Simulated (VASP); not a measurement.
# Settings for CdS: band gap

CdS, P6_3mc (no. 186), 4 atoms in the cell. MBJ (alpha 0.488, beta 0.5, e 1); PAW potentials Cd, S (PBE set). VASP 6.6.1.

Wanted: smallest gap over path and mesh within 0.02 eV; direct gap, path and mesh within 0.02 eV.

POSCAR:
```
CdS
1.0
    4.1500000000      0.0000000000      0.0000000000
   -2.0750000000      3.5940054257      0.0000000000
    0.0000000000      0.0000000000      6.7370000000
Cd S
2 2
Direct
    0.6666666667      0.3333333333      0.5000000000
    0.3333333333      0.6666666667      0.0000000000
    0.6666666667      0.3333333333      0.8750000000
    0.3333333333      0.6666666667      0.3750000000
```

The series start from ENCUT (eV): 520; k mesh: 5 x 5 x 3; PREC: Accurate; LASPH: yes; EDIFF (eV): 1e-6; mixing and start: Broyden, LMIXTAU. Each series keeps the choices made before it, and each single choice may use up half of a tolerance. Times cover all steps of a run.

## ENCUT (eV)

| ENCUT (eV) | Smallest gap over path and mesh (eV) | Direct gap, path and mesh (eV) | Time (s) |
|---|---|---|---|
| 300 | 2.770 | 2.770 | 57 |
| 350 | 2.766 | 2.766 | 63 |
| 400 | 2.761 | 2.761 | 71 |
| 450 | 2.758 | 2.758 | 79 |
| 520 | 2.759 | 2.759 | 80 |
| 600 | 2.761 | 2.761 | 97 |
| 700 | 2.761 | 2.761 | 100 |
| 800 (reference) | 2.760 | 2.760 | 157 |

Chosen: 300, the loosest value from which every tighter one stays within half of the tolerance.

## k mesh

| k mesh | Smallest gap over path and mesh (eV) | Direct gap, path and mesh (eV) | Time (s) |
|---|---|---|---|
| 3 x 3 x 2 | 2.809 | 2.809 | 39 |
| 4 x 4 x 2 | 2.777 | 2.777 | 35 |
| 5 x 5 x 3 | 2.770 | 2.770 | 57 |
| 6 x 6 x 4 | 2.768 | 2.768 | 59 |
| 8 x 8 x 5 (reference) | 2.767 | 2.767 | 60 |

Chosen: 4 x 4 x 2.

## PREC

| PREC | Smallest gap over path and mesh (eV) | Direct gap, path and mesh (eV) | Time (s) |
|---|---|---|---|
| Low | 2.937 | 2.937 | 26 |
| Normal | 2.806 | 2.806 | 27 |
| Accurate (reference) | 2.777 | 2.777 | 35 |

Chosen: Accurate; the one before it in the list is off by more than half of the tolerance.

## LASPH

| LASPH | Smallest gap over path and mesh (eV) | Direct gap, path and mesh (eV) | Time (s) |
|---|---|---|---|
| no | 2.772 | 2.772 | 34 |
| yes (reference) | 2.777 | 2.777 | 35 |

Chosen: no.

## EDIFF (eV)

| EDIFF (eV) | Smallest gap over path and mesh (eV) | Direct gap, path and mesh (eV) | Time (s) |
|---|---|---|---|
| 0.001 | 2.769 | 2.769 | 23 |
| 0.0001 | 2.772 | 2.772 | 31 |
| 1e-5 | 2.772 | 2.772 | 31 |
| 1e-6 | 2.772 | 2.772 | 34 |
| 1e-7 (reference) | 2.772 | 2.772 | 31 |

Chosen: 0.001.

## Mixing and start

| Mixing and start | Smallest gap over path and mesh (eV) | Direct gap, path and mesh (eV) | Time (s) |
|---|---|---|---|
| Broyden, LMIXTAU | 2.769 | 2.769 | 23 |
| LMIXTAU off | 2.768 | 2.768 | 30 |
| IMIX 1, AMIX 0.2 | 2.770 | 2.770 | 32 |
| IMIX 1, AMIX 0.4 | 2.771 | 2.771 | 20 |
| AMIX 0.2 | 2.772 | 2.772 | 17 |
| ALGO Fast | 2.768 | 2.768 | 20 |
| no PBE start | 2.771 | 2.772 | 45 |

Chosen: Broyden, LMIXTAU; no other choice that stays within half of the tolerance saves 30 % of the time.

## All choices together

| Input | Smallest gap over path and mesh (eV) | Direct gap, path and mesh (eV) | Time (s) |
|---|---|---|---|
| program defaults, coarse mesh (naive) | no result | no result | 78 |
| chosen settings | 2.769 | 2.769 | 23 |
| reference settings throughout | 2.758 | 2.758 | 341 |

The tolerance is met.

## The input

INCAR.step1:
```
PREC     = Accurate       # precision mode
ENCUT    = 300            # plane-wave cutoff, eV
EDIFF    = 1E-5           # SCF threshold, eV
ISMEAR   = 0              # smearing method
SIGMA    = 0.02           # smearing width, eV
LREAL    = F              # projectors in reciprocal space
LASPH    = T              # aspherical terms in the spheres
GGA_COMPAT= F            
ALGO     = Normal         # electronic algorithm
NELM     = 150            # most SCF steps
ISIF     = 2              # what is computed and relaxed
LWAVE    = T              # write WAVECAR
LCHARG   = F              # write CHGCAR
GGA      = PE             # functional
NBANDS   = 26             # bands
KPAR     = 4             
```

INCAR.step2, as INCAR.step1 but for:
```
- EDIFF = 1E-5
- LASPH = T
- NELM = 150
- ISIF = 2
- LWAVE = T
- GGA = PE
+ EDIFF = 0.001
+ LASPH = F
+ NELM = 300
+ ISIF = 0
+ LWAVE = F
+ ISTART = 1
+ METAGGA = MBJ
+ CMBJA = 0.488
+ CMBJB = 0.5
+ CMBJE = 1.0
+ LMIXTAU = T
```

KPOINTS:
```
Automatic mesh
0
Gamma
  4 4 2
  0 0 0
```

KPOINTS_OPT:
```
path GMKGALHA,LM,KH
4
line-mode
reciprocal
 0.0000000000  0.0000000000  0.0000000000  G
 0.5000000000  0.0000000000  0.0000000000  M

 0.5000000000  0.0000000000  0.0000000000  M
 0.3333333333  0.3333333333  0.0000000000  K

 0.3333333333  0.3333333333  0.0000000000  K
 0.0000000000  0.0000000000  0.0000000000  G

 0.0000000000  0.0000000000  0.0000000000  G
 0.0000000000  0.0000000000  0.5000000000  A

 0.0000000000  0.0000000000  0.5000000000  A
 0.5000000000  0.0000000000  0.5000000000  L

 0.5000000000  0.0000000000  0.5000000000  L
 0.3333333333  0.3333333333  0.5000000000  H

 0.3333333333  0.3333333333  0.5000000000  H
 0.0000000000  0.0000000000  0.5000000000  A

 0.5000000000  0.0000000000  0.5000000000  L
 0.5000000000  0.0000000000  0.0000000000  M

 0.3333333333  0.3333333333  0.0000000000  K
 0.3333333333  0.3333333333  0.5000000000  H
```

Commands (each step's output is kept before the next begins):
```
cat potpaw_PBE.64/Cd/POTCAR potpaw_PBE.64/S/POTCAR > POTCAR
cp INCAR.step1 INCAR
mpirun -np 4 vasp_std > vasp.out
cp INCAR.step2 INCAR
mpirun -np 4 vasp_std > vasp.out
```

Limits: Spin-orbit coupling is left out, and with elements this heavy it changes the gap.

The chosen input took VASP 6.6.1 23 s on 4 cores (Intel Xeon Platinum 8259CL @ 2.50GHz (Skylake/Cascade Lake)), a shared host.
